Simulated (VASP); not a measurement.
# CuAu (P4/mmm) in VASP: settings compared, part 2 of 2

VASP 6.6.1.

### 3 Single point, RPBE

File run.py:

```python
from ase.calculators.vasp import Vasp
from ase.dft.bandgap import bandgap
from ase.io import read

atoms = read('CuAu.cif')
calc = Vasp(
    directory='calc',
    xc='rpbe',
    pp='PBE',
    setups='materialsproject',
    prec='Accurate',
    encut=520,
    ediff=1e-06,
    ismear=0,
    sigma=0.05,
    lreal=False,
    lasph=True,
    nelm=100,
    algo='Fast',
    isif=2,
    lwave=False,
    lcharg=False,
    kpts=[9, 9, 7],
    gamma=True,
    nbands=21,
)
atoms.calc = calc

print('energy (eV):', atoms.get_potential_energy())
print('free energy (eV):', atoms.get_potential_energy(force_consistent=True))
print('forces (eV/A):')
print(atoms.get_forces())
print('stress (eV/A^3, Voigt):', atoms.get_stress())
print('Fermi level (eV):', calc.get_fermi_level())
gap, top, bottom = bandgap(calc)
print('band gap (eV):', gap, 'from (spin, k, band)', top, 'to', bottom)
```

File CuAu.cif:

```cif
data_CuAu
_cell_length_a 2.81074946
_cell_length_b 2.81074946
_cell_length_c 3.68500000
_cell_angle_alpha 90.00000000
_cell_angle_beta 90.00000000
_cell_angle_gamma 90.00000000
_space_group_name_H-M_alt 'P1'
_space_group_name_Hall 'P 1'
_space_group_IT_number 1
loop_
_space_group_symop_operation_xyz
'x,y,z'
loop_
_atom_site_label
_atom_site_type_symbol
_atom_site_symmetry_multiplicity
_atom_site_Wyckoff_symbol
_atom_site_fract_x
_atom_site_fract_y
_atom_site_fract_z
_atom_site_occupancy
Au1 Au 1 a 0.0000000000 0.0000000000 0.0000000000 1
Cu1 Cu 1 a 0.5000000000 0.5000000000 0.5000000000 1
```

Potentials or basis: VASP PAW PBE potentials, release 64 (Au, Cu_pv).

Launch:

```bash
$ python run.py
```

Wall time 22 s (1 thread of Intel Xeon Platinum 8488C (Sapphire Rapids), shared host); peak memory 0.16 GiB.

The run converged. Its results:

* Free energy: -5.9757 eV
* Pressure: 7.7 GPa
* Band gap on the k mesh: none (metal or under the smearing width)

Stress tensor (GPa, compression positive):
```
7.90 0.00 0.00
0.00 7.90 0.00
0.00 0.00 7.27
```

Levels at points of the mesh, in eV from the Fermi level:
| k point | band 10 | band 11 | band 12 | band 13 | band 14 | band 15 | band 16 | band 17 | band 18 | band 19 |
| --- | --- | --- | --- | --- | --- | --- | --- | --- | --- | --- |
| (0.00, 0.00, 0.00) | -2.78 | -2.09 | -1.65 | -1.43 | -1.43 | 2.13 | 8.07 | 10.08 | 10.08 | 16.74 |

Caveat: the PAW data sets were made with another functional, which shifts forces and pressure a little. The run has no spin-orbit coupling, so splittings on Au are missing.

### 4 Single point, r2SCANh

File POSCAR:

```
CuAu
1.0
    2.8107494552      0.0000000000      0.0000000000
    0.0000000000      2.8107494552      0.0000000000
    0.0000000000      0.0000000000      3.6850000000
Au Cu
1 1
Direct
    0.0000000000      0.0000000000      0.0000000000
    0.5000000000      0.5000000000      0.5000000000
```

File INCAR.step1:

```
  PREC = Accurate
  ENCUT = 520
  EDIFF = 1E-5
  ISMEAR = -1
  SIGMA = 0.02
  LREAL = False
  LASPH = True
  NELM = 100
  ALGO = Normal
  ISIF = 2
  LWAVE = True
  NBANDS = 18
  GGA = PE
```

File INCAR.step2:

```
  PREC = Accurate
  ENCUT = 520
  EDIFF = 1E-7
  ISMEAR = -1
  SIGMA = 0.02
  LREAL = False
  LASPH = True
  NELM = 100
  ALGO = Normal
  ISIF = 2
  LWAVE = False
  LCHARG = True
  METAGGA = R2SCAN
  LHFCALC = True
  AEXX = 0.1
  LMIXTAU = True
  PRECFOCK = Fast
  HFRCUT = -1
  LELF = True
  LVHAR = True
  NBANDS = 18
  ISTART = 1
```

File KPOINTS:

```
regular mesh
0
Gamma
  5 5 4
```

Potentials or basis: VASP PAW PBE potentials, release 64 (Au, Cu).

Launch:

```bash
$ cat potpaw_PBE.64/Au/POTCAR potpaw_PBE.64/Cu/POTCAR > POTCAR
$ cp INCAR.step1 INCAR
$ mpirun -np 1 vasp_std > vasp.out
$ cp INCAR.step2 INCAR
$ mpirun -np 1 vasp_std > vasp.out
```

Wall time 11 min (1 thread of Intel Xeon Platinum 8488C (Sapphire Rapids), shared host); peak memory 0.16 GiB.

The run converged. Its results:

- Free energy: -56.6297 eV
- Pressure: -0.6 GPa
- Band gap on the k mesh: none (metal or under the smearing width)

Stress tensor (GPa, compression positive):
```
-0.31  0.00  0.00
 0.00 -0.31  0.00
 0.00  0.00 -1.07
```

Levels at points of the mesh, in eV from the Fermi level:
```
           k point  band 8  band 9  band 10  band 11  band 12  band 13  band 14  band 15
(0.00, 0.00, 0.00)   -3.14   -2.62    -2.32    -2.32     2.33     8.80    10.91    10.91
(0.00, 0.00, 0.50)   -3.65   -3.29    -3.26    -3.26    -2.95    15.28    15.63    15.63
```

Caveat: the k mesh is coarse (spacing up to 0.45 Å⁻¹), so the values aren't converged, least of all with exact exchange; the PAW data sets were made with another functional, which shifts forces and pressure a little. The run has no spin-orbit coupling, so splittings on Au are missing.

### 5 Electron localisation function, vdW-DF-cx

File INCAR:

```
SYSTEM = CuAu
  PREC = Accurate
  ENCUT = 520
  EDIFF = 1E-7
  ISMEAR = 1
  SIGMA = 0.2
  LREAL = .FALSE.
  LASPH = .TRUE.
  NELM = 100
  ALGO = Fast
  ISIF = 2
  LWAVE = .FALSE.
  LCHARG = .TRUE.
  GGA = CX
  LUSE_VDW = .TRUE.
  AGGAC = 0.0
  LELF = .TRUE.
```

File KPOINTS:

```
Automatic mesh
0
G
  9 9 7
  0 0 0
```

POSCAR is that of step 4.

Potentials or basis: VASP PAW PBE potentials, release 54 (Au, Cu).

Launch:

```bash
$ cat potpaw_PBE.54/Au/POTCAR potpaw_PBE.54/Cu/POTCAR > POTCAR
$ mpirun -np 1 vasp_std > vasp.out
```

Run time: 43 s. Hardware: 1 thread of Intel Xeon Platinum 8488C (Sapphire Rapids), shared host; peak memory 0.29 GiB.

It converged, with:

```yaml
Free_energy: -2.0763 eV
Pressure: -2.1 GPa
Band_gap_on_the_k_mesh: none (metal or under the smearing width)
```

Stress tensor (GPa, compression positive):
```
-1.91  0.00  0.00
 0.00 -1.91  0.00
 0.00  0.00 -2.55
```

Levels at points of the mesh, in eV from the Fermi level:
```
           k point  band 7  band 8  band 9  band 10  band 11  band 12  band 13  band 14  band 15
(0.00, 0.00, 0.00)   -2.79   -2.10   -1.65    -1.43    -1.43     2.14     8.04    10.04    10.04
```

Caveat: the PAW data sets were made with another functional, which shifts forces and pressure a little. Spin-orbit coupling is left out, which matters for the levels of Au.

### 6 Relaxation of the atoms, BLYP+D3(BJ) (atoms moved at random, drawn with an rms of 0.02 Å)

File run.py:

```python
from ase.calculators.vasp import Vasp
from ase.io import read
from ase.optimize import BFGS

atoms = read('CuAu.cif', primitive_cell=True, subtrans_included=False)
calc = Vasp(
    directory='calc',
    xc='blyp',
    pp='PBE',
    setups='minimal',
    prec='Accurate',
    encut=500,
    ediff=1e-06,
    ismear=1,
    sigma=0.01,
    lreal=False,
    lasph=True,
    nelm=80,
    algo='Normal',
    isif=2,
    lwave=False,
    lcharg=False,
    ivdw=12,
    vdw_s6=1.0,
    vdw_s8=2.6996,
    vdw_a1=0.4298,
    vdw_a2=4.2359,
    amix=0.05,
    kpts=[9, 9, 7],
    gamma=True,
    nbands=35,
)
atoms.calc = calc
opt = BFGS(atoms, trajectory='relax.traj')
converged = opt.run(fmax=0.01, steps=40)
print('converged:', converged)

print('energy (eV):', atoms.get_potential_energy())
print('free energy (eV):', atoms.get_potential_energy(force_consistent=True))
print('forces (eV/A):')
print(atoms.get_forces())
print('stress (eV/A^3, Voigt):', atoms.get_stress())
print('Fermi level (eV):', calc.get_fermi_level())
print('cell (A, degrees):', atoms.cell.cellpar())
print('volume (A^3):', atoms.get_volume())
print('scaled positions:')
print(atoms.get_scaled_positions())
```

Edit CuAu.cif of step 3 so:

```diff
@@ -22,3 +22,3 @@
 _atom_site_occupancy
-Au1 Au 1 a 0.0000000000 0.0000000000 0.0000000000 1
-Cu1 Cu 1 a 0.5000000000 0.5000000000 0.5000000000 1
+Au1 Au 1 a 0.9973340000 0.9969740000 0.0009470000 1
+Cu1 Cu 1 a 0.4995680000 0.5075740000 0.4995930000 1
```

Potentials or basis: VASP PAW PBE potentials, release 64 (Au, Cu).

Launch:

```bash
$ python run.py
```

It took 14 min on 1 thread of Intel Xeon Platinum 8488C (Sapphire Rapids), shared host; peak memory 0.24 GiB.

The run converged. Its results:

| Property | Result |
| --- | --- |
| Free energy | -8.2138 eV |
| Energy gained by relaxing | 0.8 meV/atom |
| Ionic steps | 5 |
| Pressure after relaxing | -1.3 GPa |
| Band gap on the k mesh | none (metal or under the smearing width) |
| Dispersion energy per atom | -1.402 eV |

Stress tensor (GPa, compression positive):
```
-0.81  0.00  0.00
 0.00 -0.81  0.00
 0.00  0.00 -2.19
```

The path:
```csv
step,energy change (eV),largest force (eV/Å),pressure (GPa)
1,0.0000,0.1089,-1.20
2,-0.0003,0.0971,-1.21
3,-0.0016,0.0301,-1.25
4,-0.0016,0.0247,-1.26
5,-0.0017,0.0004,-1.27
```

Final structure:
```
Au Cu
1.0
     2.81075    0.00000    0.00000
     0.00000    2.81075    0.00000
     0.00000    0.00000    3.68500
Au Cu
1 1
Direct
  0.99845 0.00229 0.00026
  0.49845 0.50226 0.50028
```

Levels at points of the mesh, in eV from the Fermi level:
```
           k point  band 7  band 8  band 9  band 10  band 11  band 12  band 13  band 14  band 15  band 16
(0.00, 0.00, 0.00)   -2.94   -2.25   -1.80    -1.57    -1.57     2.19     7.98    10.02    10.02    17.03
```

Caveat: the PAW data sets were made with another functional, which shifts forces and pressure a little; pairwise dispersion overbinds metals, which lowers pressure and volume. The run has no spin-orbit coupling, so splittings on Au are missing.

### 7 Overview

```csv
task,level,potentials or basis,cell,k mesh,cutoff (eV),smearing,grid for exact exchange (PRECFOCK),exchange at q = 0,optimiser,other keys,mesh quality,gap on the mesh (eV),pressure (GPa)
single point,RPBE,"VASP PAW PBE potentials, release 64 (Au, Cu_pv)",as given,9 × 9 × 7,520,gaussian 0.05 eV,-,-,-,-,not flagged,none,7.7
single point,r2SCANh,"VASP PAW PBE potentials, release 64 (Au, Cu)",as given,5 × 5 × 4,520,fermi-dirac 0.02 eV,Fast,truncated,-,-,coarse,none,-0.6
electron localisation function,vdW-DF-cx,"VASP PAW PBE potentials, release 54 (Au, Cu)",as given,9 × 9 × 7,520,methfessel-paxton 0.2 eV,-,-,-,-,not flagged,none,-2.1
relaxation of the atoms,BLYP+D3(BJ),"VASP PAW PBE potentials, release 64 (Au, Cu)","atoms relaxed from: atoms moved at random, drawn with an rms of 0.02 Å",9 × 9 × 7,500,methfessel-paxton 0.01 eV,-,-,BFGS,AMIX = 0.05; ISMEAR = 1; SIGMA = 0.01; NBANDS = 35,not flagged,none,-1.3
```

Alike in all rows: no spin polarisation.

Caveats: some runs use coarse meshes; the PAW data sets were made with another functional, which shifts forces and pressure a little; pairwise dispersion overbinds metals, which lowers pressure and volume (some runs).

Absolute energies hang on the potentials; compare differences alone.
